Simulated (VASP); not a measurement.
# Ge49H20 in VASP: settings compared

The runs below take Ge49H20 through relaxation of the atoms, single point, with PBE+D3(BJ), PBE, RPBE, RPBE+D3(BJ).

Everything below comes from runs of VASP 6.6.1. Logs are shortened: lines on timing, memory, paths and dates and some standing lists are left out, and cuts for length are marked.

### Step 1. Starting point

The cell holds a slab with vacuum, 69 atoms: a = 11.316 Å, b = 11.316 Å, c = 23.742 Å, α = 90.00°, β = 90.00°, γ = 90.00°.

The cell was built by a generator and needn't be a form met in nature.

### Step 2. Relaxation of the atoms, PBE+D3(BJ)

INCAR reads:

```
SYSTEM = Ge49H20
ALGO = Normal ; EDIFF = 1E-6
EDIFFG = -0.03 ; ENCUT = 400
GGA = PE ; IBRION = 2
ISIF = 2 ; ISMEAR = 0
ISYM = 0 ; IVDW = 12
LASPH = .True. ; LCHARG = .False.
LREAL = Auto ; LWAVE = .False.
NCORE = 4 ; NELM = 60
NSW = 120 ; PREC = Accurate
SIGMA = 0.05
```

KPOINTS reads:

```
k-points
0
Gamma
  1 1 1
  0 0 0
```

POSCAR reads:

```
Ge49H20
1.0
    8.0016203359      8.0016203359      0.0000000000
   -8.0016203359      8.0016203359      0.0000000000
    0.0000000000      0.0000000000     23.7419000000
Ge H
49 20
Selective dynamics
Direct
    0.7005149941      0.2994850059      0.4246458792  T T T
    0.7994850059      0.7005149941      0.4246458792  T T T
    0.0494850059      0.9505149941      0.4385453565  T T T
    0.2994850059      0.2005149941      0.4246458792  T T T
    0.9505149941      0.5494850059      0.4524448338  T T T
    0.2005149941      0.7994850059      0.4385453565  T T T
    0.4505149941      0.0494850059      0.4524448338  T T T
    0.5494850059      0.4505149941      0.4524448338  T T T
    0.8750000000      0.3750000000      0.3831791053  T T T
    0.8750000000      0.8750000000      0.3831791053  T T T
    0.1250000000      0.1250000000      0.3831791053  T T T
    0.3750000000      0.3750000000      0.3831791053  T T T
    0.1250000000      0.6250000000      0.3831791053  T T T
    0.3750000000      0.8750000000      0.3831791053  T T T
    0.6250000000      0.1250000000      0.3831791053  T T T
    0.6250000000      0.6250000000      0.3831791053  T T T
    0.0000000000      0.2500000000      0.3236008913  T T T
    0.0000000000      0.7500000000      0.3236008913  T T T
    0.2500000000      0.0000000000      0.3236008913  T T T
    0.5000000000      0.2500000000      0.3236008913  T T T
    0.2500000000      0.5000000000      0.3236008913  T T T
    0.5000000000      0.7500000000      0.3236008913  T T T
    0.7500000000      0.0000000000      0.3236008913  T T T
    0.7500000000      0.5000000000      0.3236008913  T T T
    0.8750000000      0.1250000000      0.2640226772  T T T
    0.8750000000      0.6250000000      0.2640226772  T T T
    0.1250000000      0.8750000000      0.2640226772  T T T
    0.3750000000      0.1250000000      0.2640226772  T T T
    0.1250000000      0.3750000000      0.2640226772  T T T
    0.3750000000      0.6250000000      0.2640226772  T T T
    0.6250000000      0.8750000000      0.2640226772  T T T
    0.6250000000      0.3750000000      0.2640226772  T T T
    0.7500000000      0.2500000000      0.2044444632  T T T
    0.7500000000      0.7500000000      0.2044444632  T T T
    0.0000000000      0.0000000000      0.2044444632  T T T
    0.2500000000      0.2500000000      0.2044444632  T T T
    0.0000000000      0.5000000000      0.2044444632  T T T
    0.2500000000      0.7500000000      0.2044444632  T T T
    0.5000000000      0.0000000000      0.2044444632  T T T
    0.5000000000      0.5000000000      0.2044444632  T T T
    0.8750000000      0.3750000000      0.1448662491  F F F
    0.8750000000      0.8750000000      0.1448662491  F F F
    0.1250000000      0.1250000000      0.1448662491  F F F
    0.3750000000      0.3750000000      0.1448662491  F F F
    0.1250000000      0.6250000000      0.1448662491  F F F
    0.3750000000      0.8750000000      0.1448662491  F F F
    0.6250000000      0.1250000000      0.1448662491  F F F
    0.6250000000      0.6250000000      0.1448662491  F F F
    0.2528449990      0.7471550010      0.5332787401  T T T
    0.9510221023      0.2989778977      0.1052990704  F F F
    0.7989778977      0.4510221023      0.1052990704  F F F
    0.9510221023      0.7989778977      0.1052990704  F F F
    0.7989778977      0.9510221023      0.1052990704  F F F
    0.2010221023      0.0489778977      0.1052990704  F F F
    0.0489778977      0.2010221023      0.1052990704  F F F
    0.4510221023      0.2989778977      0.1052990704  F F F
    0.2989778977      0.4510221023      0.1052990704  F F F
    0.2010221023      0.5489778977      0.1052990704  F F F
    0.0489778977      0.7010221023      0.1052990704  F F F
    0.4510221023      0.7989778977      0.1052990704  F F F
    0.2989778977      0.9510221023      0.1052990704  F F F
    0.7010221023      0.0489778977      0.1052990704  F F F
    0.5489778977      0.2010221023      0.1052990704  F F F
    0.7010221023      0.5489778977      0.1052990704  F F F
    0.5489778977      0.7010221023      0.1052990704  F F F
    0.2506101644      0.6168119954      0.5394104477  T T T
    0.3731592049      0.7916030229      0.5459663627  T T T
    0.1670864237      0.8007285943      0.5729709784  T T T
    0.2665607112      0.2334392888      0.4842489664  T T T
```

Potentials or basis: VASP PAW PBE potentials, release 64 (Ge_d, H).

Command:

```
> cat potpaw_PBE.64/Ge_d/POTCAR potpaw_PBE.64/H/POTCAR > POTCAR
> mpirun -np 8 vasp_gam > vasp.out
```

OUTCAR:

```text
SYSTEM = Ge49H20
   EDIFF = 1E-6
   EDIFFG = -0.03
   ENCUT = 400
   GGA = PE
   IBRION = 2
   ISIF = 2
   ISMEAR = 0
   ISYM = 0
   IVDW = 12
   LASPH = .True.
   LREAL = Auto
   NELM = 60
   NSW = 120
   PREC = Accurate
 IVDW          = 12

 ion  position               nearest neighbor table
   1  0.701  0.299  0.425-   9 2.37  15 2.37   8 2.51
   2  0.799  0.701  0.425-  10 2.37  16 2.37   5 2.51
   3  0.049  0.951  0.439-   6 2.42  10 2.52  11 2.52
   4  0.299  0.201  0.425-  69 1.51  12 2.37  11 2.37   7 2.51
   5  0.951  0.549  0.452-   2 2.51   9 2.71  13 2.71
   6  0.201  0.799  0.439-  49 2.40   3 2.42  14 2.52  13 2.52
   7  0.451  0.049  0.452-   4 2.51  14 2.71  15 2.71
   8  0.549  0.451  0.452-   1 2.51  12 2.71  16 2.71
   9  0.875  0.375  0.383-   1 2.37  17 2.45  24 2.45   5 2.71
  10  0.875  0.875  0.383-   2 2.37  18 2.45  23 2.45   3 2.52
  11  0.125  0.125  0.383-   4 2.37  17 2.45  19 2.45   3 2.52
  12  0.375  0.375  0.383-   4 2.37  20 2.45  21 2.45   8 2.71
  13  0.125  0.625  0.383-  18 2.45  21 2.45   6 2.52   5 2.71
  14  0.375  0.875  0.383-  19 2.45  22 2.45   6 2.52   7 2.71
[... 53 lines left out ...]
  68  0.167  0.801  0.573-  49 1.48
  69  0.267  0.233  0.484-   4 1.51

IMPORTANT INFORMATION: All symmetrisations will be switched off!
NOSYMM: (Re-)initialisation of all symmetry stuff for point group C_1.

----------------------------------------------------------------------------------------

                                     Primitive cell

  volume of cell :    3040.1944

  direct lattice vectors                    reciprocal lattice vectors
     8.001620336  8.001620336  0.000000000     0.062487344  0.062487344  0.000000000
    -8.001620336  8.001620336  0.000000000    -0.062487344  0.062487344  0.000000000
     0.000000000  0.000000000 23.741900000     0.000000000  0.000000000  0.042119628

  length of vectors
    11.316000000 11.316000000 23.741900000     0.088370449  0.088370449  0.042119628

  position of ions in fractional coordinates (direct lattice)
     0.700514994  0.299485006  0.424645879
     0.799485006  0.700514994  0.424645879
     0.049485006  0.950514994  0.438545357
     0.299485006  0.200514994  0.424645879
     0.950514994  0.549485006  0.452444834
     0.200514994  0.799485006  0.438545357
[... 61 lines left out ...]
     0.167086424  0.800728594  0.572970978
     0.266560711  0.233439289  0.484248966

  ion indices of the primitive-cell ions
   primitive index   ion index
                 1           1
                 2           2
                 3           3
                 4           4
                 5           5
                 6           6
[... 61 lines left out ...]
                68          68
                69          69

----------------------------------------------------------------------------------------

 KPOINTS: k-points

[... 44 lines left out ...]
   LREAL  =      T    real-space projection
   EDIFFG = -.3E-01   stopping-criterion for IOM
   NSW    =    120    number of steps for IOM
   IBRION =      2    ionic relax: 0-MD 1-quasi-New 2-CG
   NFREE  =      1    steps in history (QN), initial steepest desc. (CG)
   ISIF   =      2    stress and relaxation
   ISYM   =      0    0-nonsym 1-usesym 2-fastsym
   POTIM  = 0.5000    time-step for ionic-motion
   TEBEG  =    0.0;   TEEND  =   0.0 temperature during run
   PSTRESS=    0.0 pullay stress
   NELECT =     706.0000    total number of electrons
   NUPDOWN=      -1.0000    fix difference up-down
   EMIN   =  10.00;   EMAX   =-10.00  energy-range for DOS
   EFERMI =   0.00;   METHOD = LEGACY
   ISMEAR =     0;   SIGMA  =   0.05  broadening in eV -4-tet -1-fermi 0-gaus
   EFERMI_NEDOS =   21; number of points for ismear=-14 and -15
   IALGO  =     38    algorithm
   IMIX   =      4    mixing-type and parameters
     AMIX     =   0.40;   BMIX     =  1.00
     AMIX_MAG =   1.60;   BMIX_MAG =  1.00
  volume/ion in A,a.u.               =      44.06       297.34
  Fermi-wavevector in a.u.,A,eV,Ry     =   1.006258  1.901552 13.776645  1.012555
  Thomas-Fermi vector in A             =   2.138989
   LORBIT       =      0    0 simple, 1 ext, 2 COOP (PROOUT), +10 PAW based schemes
   GGA     = PE    functional components
   LHFCALC =     F    Hartree Fock is set to
   AEXX    =    0.0000 exact exchange contribution
   IVDW    =    12    specifies the selected vdW correction
   LEPSILON=     F    determine dielectric tensor
   LRPA    =     F    only Hartree local field effects (RPA)
 conjugate gradient relaxation of ions
 non-spin polarized calculation
 Gauss-broadening in eV      SIGMA  =   0.05
  energy-cutoff  :      400.00
  volume of cell :     3040.19
 maximum number of plane-waves:     27645
 NGX is ok and might be reduce to    80
   NGX = 37   NGY = 37   NGZ = 77

--------------------------------------- Ionic step        1  -------------------------------------------

 number of electron     705.9999392 magnetization

 Free energy of the ion-electron system (eV)
  ---------------------------------------------------
  ext. energy  EPLUGINS =         0.00000000
  ---------------------------------------------------
  free energy    TOTEN  =      -273.07312904 eV

  energy without entropy =     -273.02098350  energy(sigma->0) =     -273.04705627

------------------------ aborting loop because EDIFF is reached ----------------------------------------

 Edisp (eV)  -11.92399

 E8    (eV) :    -5.3468
[... 306 lines left out ...]
  FREE ENERGIE OF THE ION-ELECTRON SYSTEM (eV)
  ---------------------------------------------------
  free  energy   TOTEN  =      -286.1446693866 eV

  energy  without entropy=     -286.1106063643  energy(sigma->0) =     -286.12763788

[... ionic steps 4 to 26 ...]

--------------------------------------- Ionic step       27  -------------------------------------------

 number of electron     705.9999934 magnetization

------------------------ aborting loop because EDIFF is reached ----------------------------------------
[... 209 lines left out ...]
--------------------------------------- Ionic step       29  -------------------------------------------

 number of electron     705.9999930 magnetization

 Free energy of the ion-electron system (eV)
  ---------------------------------------------------
  ext. energy  EPLUGINS =         0.00000000
  ---------------------------------------------------
  free energy    TOTEN  =      -275.27660605 eV

  energy without entropy =     -275.27660605  energy(sigma->0) =     -275.27660605

 E-fermi :  -0.9691     XC(G=0):  -4.5040

 val. band max:       -1.2801977266   @ k =   0.0000   0.0000   0.0000
 cond. band min:      -0.7201186920   @ k =   0.0000   0.0000   0.0000
 fundamental gap:      0.5600790345
 Fermi energy:        -0.9690878544

 k-point     1 :       0.0000    0.0000    0.0000
  band No.  band energies     occupation
      1     -26.0464      2.00000
      2     -25.9978      2.00000
      3     -25.9830      2.00000
      4     -25.9544      2.00000
      5     -25.9083      2.00000
      6     -25.8902      2.00000
[... 357 lines left out ...]
    364       0.6792      0.00000
    365       0.7908      0.00000
 [bands above 365 left out]

------------------------ aborting loop because EDIFF is reached ----------------------------------------

 Edisp (eV)  -11.83419

 E8    (eV) :    -5.3031
[... 92 lines left out ...]
  FREE ENERGIE OF THE ION-ELECTRON SYSTEM (eV)
  ---------------------------------------------------
  free  energy   TOTEN  =      -287.1108005485 eV

  energy  without entropy=     -287.1108005485  energy(sigma->0) =     -287.11080055

 reached required accuracy - stopping structural energy minimisation
```

Wall time 59 min (8 MPI ranks of Intel Xeon 6975P-C (Granite Rapids), shared host); peak memory 0.44 GiB.

Results:

```
Free energy                : -287.1108 eV
Energy gained by relaxing  : 30.6 meV/atom
Ionic steps                : 29
Band gap on the k mesh     : 0.56 eV, direct
Dispersion energy per atom : -0.172 eV
```

Step by step:
| step | energy change (eV) | largest force (eV/Å) | pressure (GPa) |
| --- | --- | --- | --- |
| 1 | 0.0000 | 1.4286 | 0.68 |
| 2 | -0.8764 | 1.0026 | 0.50 |
| 3 | -1.1475 | 1.2826 | 0.40 |
| 4 | -1.4515 | 0.7075 | 0.41 |
| 5 | -1.4628 | 0.7230 | 0.41 |
| 6 | -1.6473 | 0.6575 | 0.41 |
| 7 | -1.7159 | 0.7096 | 0.43 |
| 8 | -1.8615 | 0.6604 | 0.43 |
| 9 | -1.9027 | 0.6583 | 0.44 |
| 10 | -2.0014 | 0.3444 | 0.43 |
| 11 | -2.0016 | 0.3300 | 0.43 |
| 12 | -2.0484 | 0.2680 | 0.41 |
| 13 | -2.0512 | 0.4370 | 0.41 |
| 14 | -2.0787 | 0.3859 | 0.40 |
| 15 | -2.0788 | 0.3328 | 0.40 |
| 16 | -2.0946 | 0.2673 | 0.39 |
| 17 | -2.0947 | 0.2660 | 0.39 |
| 18 | -2.1009 | 0.2638 | 0.39 |
| 19 | -2.1015 | 0.2634 | 0.39 |
| 20 | -2.1049 | 0.2552 | 0.38 |
| 21 | -2.1053 | 0.2516 | 0.38 |
| 22 | -2.1080 | 0.2473 | 0.38 |
| 23 | -2.1087 | 0.2464 | 0.38 |
| 24 | -2.1088 | 0.2460 | 0.37 |
| 25 | -2.1108 | 0.2457 | 0.37 |
| 26 | -2.1110 | 0.2456 | 0.36 |
| 27 | -2.1124 | 0.2439 | 0.36 |
| 28 | -2.1124 | 0.2434 | 0.36 |
| 29 | -2.1137 | 0.2406 | 0.35 |

(Part 1 of 2 ends here.)
